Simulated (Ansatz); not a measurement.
Runs of Ansatz 0.2.0 on SnTe. The structure is cubic, space group Fm-3m (No. 225). Conventional cell: a = 6.302 Å, b = 6.302 Å, c = 6.302 Å, α = 90.00°, β = 90.00°, γ = 90.00°. Around Te (site symmetry m-3m) lie 6 Sn at 3.15 Å. Sn (site symmetry m-3m) is surrounded by 6 Te at 3.15 Å. 

```tsv
task	level	spin	cell	cutoff (eV)	smearing	driver	points for each segment of the path	other keys	pressure (GPa)	moment (μB)
electron localisation function	r2SCAN+rVV10	collinear, ferromagnetic start	volume scaled by 0.96	500	gaussian 0.02 eV	chain	-	-	2.8	0.00
electron localisation function	r2SCAN+rVV10	collinear, ferromagnetic start	volume scaled by 0.96	500	gaussian 0.02 eV	-	-	-	2.8	0.00
band structure	LDA	off	as given	400	methfessel-paxton 0.05 eV	chain	14	basis.ecutwfc = 400 eV; scf.occupations.method = methfessel_paxton; …	-1.6	-
single point	RPBE	off	as given	420	fermi-dirac 0.025 eV	chain	-	hamiltonian.xc = rpbe	(a)	-
```

Alike in all rows: potentials or basis Ansatz PAW; k mesh 7 × 7 × 7.

**Question.** Estimate the missing entries.

**Answer.** (a) 3.7.

Caveats: the starting moments weren't kept (some runs); the PAW data sets were made with another functional, which shifts forces and pressure a little (some runs); the PAW data sets come from PBE, with cores solved anew for the run's functional, which leaves a small shift of forces and pressure (some runs); the cutoff lies under the one recommended for these potentials (some runs).

Runs at the PBE level aren't shown here.
